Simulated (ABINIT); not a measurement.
# CaO: single point with PBEsol

The system is CaO.

```
Ca O
1.0
     0.00000    2.40356    2.40356
     2.40356    0.00000    2.40356
     2.40356    2.40356    0.00000
Ca O
1 1
Direct
  0.00000 0.00000 0.00000
  0.50000 0.50000 0.50000
```

The cell is a database's computed one.

```json
{"Program": "ABINIT 10.8.3 (patched build)", "Task": "single point", "Functional": "PBEsol", "Potentials or basis": "JTH PAW PBE v2.0", "Cutoff": "626 eV", "k mesh": "8 × 8 × 8", "Occupations": "fermi-dirac, width 0.05 eV", "Spin": "no spin polarisation", "Fine-grid cutoff": "1224.51 eV", "Exchange and correlation inside the PAW spheres": "full angular mesh (pawxcdev 0, this build's default; the released program takes 1)"}
```

```json
{
 "Pressure": "-2.8 GPa",
 "Band gap on the k mesh": "3.55 eV, indirect (least direct gap 3.93 eV)",
 "Valence electrons inside the program's atomic spheres": "Ca 7.45; O 4.53"
}
```

Levels at points of the mesh, in eV from the valence-band top:
| k point | band 6 | band 7 | band 8 | band 9 | band 10 | band 11 |
| --- | --- | --- | --- | --- | --- | --- |
| (0.00, 0.00, 0.00) | 0.00 | 0.00 | 0.00 | 4.57 | 6.20 | 6.20 |
| (0.50, 0.00, 0.00) | -2.68 | -1.21 | -1.21 | 7.03 | 8.32 | 8.38 |
| (0.50, 0.50, 0.00) | -1.32 | -0.38 | -0.38 | 3.55 | 8.05 | 8.93 |

It took 18 s on 1 thread of Arm Neoverse V1 (shared host), peak memory 0.11 GiB.

Caveat: the PAW data sets were made with another functional, which shifts forces and pressure a little. As with any semilocal functional, this PBEsol gap is likely too small.
